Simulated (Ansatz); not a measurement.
## Calculated with Ansatz: Te, settings compared

The input file (Ansatz 0.2.0, plane waves):

```yaml
crystal:
  lattice:
    - [-2.076047, 2.076047, 2.076047]
    - [2.076047, -2.076047, 2.076047]
    - [2.076047, 2.076047, -2.076047]
  atoms:
    - { symbol: Te, position: [0.0, 0.0, 0.0] }
  symmetry: { tolerance: 0.0003 }
kpoints:
  mp_grid: { grid: [6, 6, 6], shift: [0, 0, 0] }
magnetization:
  spin_polarized: false
scf:
  occupations: { method: fermi_dirac, width: 0.032 }
hamiltonian:
  pseudopotentials: { kind: paw }
  xc: pbe
basis:
  ecutwfc: 420
output:
  forces: true
  stress: true
  eigenvalues: true
```

The command:

```bash
ansatz run input.yaml --threads 1 --pin off --max-ram 2560MiB --backend cpu --events-out ev --progress --plain --runs-dir out
```

Origin of the cell: a known structure type with other elements, at an estimated volume, so it need not be a known compound.

Output of this run (shortened):

```
SCF iter   1: F=—  HF=-6979.396060 eV  Δρ=8.19e-4  dr2=2.35e-4
SCF iter   2: F=—  HF=-6979.396058 eV  Δρ=4.29e-4  dr2=2.77e-5
SCF iter   3: F=—  HF=-6979.396112 eV  Δρ=2.76e-4  dr2=1.24e-5
SCF iter   4: F=—  HF=-6979.396164 eV  Δρ=6.04e-5  dr2=1.31e-6
SCF iter   5: F=—  HF=-6979.396164 eV  Δρ=1.58e-5  dr2=1.05e-7
SCF iter   6: F=-6979.396164 eV  HF=-6979.396164 eV  Δρ=4.28e-6  dr2=9.45e-9
SCF 1 converged in 6 iterations: F = -6979.396164 eV  dr2 = 9.45e-9
SCF converged after 6 iterations
Free energy (F): -6979.396164 eV
Harris-Foulkes:  -6979.396164 eV  (|F-HF|=9.25e-9)
Internal energy: -6979.388653 eV  (E = F + TS)
E sigma→0 (E₀):  -6979.392408 eV
Entropy (-TS):   -0.007511 eV (-7.511 meV/atom)
Fermi energy:    7.785151 eV
--- Per-component energies (eV) ---
  E_band       = -276.894052
  E_kinetic    = 177.489843
  E_local      = -1229.888189  (includes V_loc(G=0)·N_el)
  E_nonlocal   = -310.748403
  E_hartree    = 783.694186
  E_xc         = -122.571609
  E_vxc        = -101.794096  (∫ρ·V_xc dr)
  E_paw        = -4661.873367  (= ΣΔE_a)
  E_vpaw       = -379.336108  (= ΣTr[D̂ρ^β])
  E_aug_tail   = -0.000244  (compensation charges beyond the density's cutoff)
  E_ewald      = -1615.490870
  E_smearing   = -0.007511  (= −TS)
  Σ components = -6979.396164   (vs F -6979.396164, Δ=0.00e0)
--- Forces (eV/Å), atoms counted from 1 ---
  atom   1  Te    -0.000000     0.000000    -0.000000
  max |Σ_I F_I| component: 0.0 eV/Å
--- Stress (GPa, compression-positive) ---
       -6.966038       0.000000       0.000000
       -0.000000      -6.966038      -0.000000
        0.000000      -0.000000      -6.966038
  P = ⅓ Tr σ = -6.9660 GPa (-69.660 kbar)
```

The same input was run again with these changes:

1. `hamiltonian.xc` pbe → revpbe; `accuracy` default → medium
2. `hamiltonian.xc` pbe → pbesol; `scf.algorithm` default → density_mixing; `scf.initial_density.chi_scale` default → 0.0
3. `kpoints.mp_grid.shift` [0, 0, 0] → [0.5, 0.5, 0.5]
4. `hamiltonian.xc` pbe → r2scan; `scf.occupations.method` fermi_dirac → gaussian; `scf.occupations.width` 0.032 → 0.15

| run | end | SCF iterations | P (GPa) | max force component (eV/Å) | moment (μB) | ΔE(σ→0) (meV/atom) |
| --- | --- | --- | --- | --- | --- | --- |
| base | converged | 6 | -6.97 | 0.000 | – | 0 |
| 1 | converged | 6 | -6.16 | 0.000 | – | – |
| 2 | converged | 7 | -9.11 | 0.000 | – | – |
| 3 | converged | 6 | -6.85 | 0.000 | – | -55.92 |
| 4 | converged | 7 | -7.21 | 0.000 | – | – |

Energies are compared only where functional, datasets, charge and starting cell are the same.

Caveats of the base run: no spin-orbit coupling, though heavy elements are present; the k mesh is coarse if the cell is a metal.

Run 1: forces of this functional can be a tenth off on datasets made under PBE.
Run 4: the cutoff lies below the datasets' advice.

The base run ran for 0.51 s on 1 thread of Arm Neoverse V2 (shared host), peak memory 0.26 GiB, from the program's own first density.
